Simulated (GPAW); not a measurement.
W in GPAW: the effect of strain uniaxial z

The system is W.

```
W
1.0
     0.00000    2.03000    1.94880
     2.03000    0.00000    1.94880
     2.03000    2.03000    0.00000
W
1
Cartesian
  0.0000 0.0000 0.0000
```

This isn't the form of W at room conditions, which is bcc.

Alike in all runs:

- Program: GPAW 26.7.0
- Task: single point
- Functional: PBEsol
- Potentials or basis: PAW data sets generated in the run's folder for this functional
- Cutoff: 600 eV
- Basis: pw
- k mesh: 11 × 11 × 11
- Occupations: fermi-dirac, width 0.05 eV
- Spin: no spin polarisation
- Maxiter: 150

| strain uniaxial z | pressure (GPa) |
| --- | --- |
| -0.04 | -1.9 |
| -0.02 | -7.7 |
| -0.01 | -10.4 |
| 0 | ? |
| 0.01 | -15.5 |
| 0.02 | -17.9 |
| 0.04 | -22.1 |

**Question.** What does the run with strain uniaxial z 0 give?

**Answer.** Pressure -13.1 GPa.

Worked out: A parabola through the other rows of the pressure, of slope -253 GPa per unit of strain uniaxial z there, gives -13.0 GPa, against the run's -13.1.

Caveats: the density grid can change from cell to cell, which puts small steps into energies and stress.
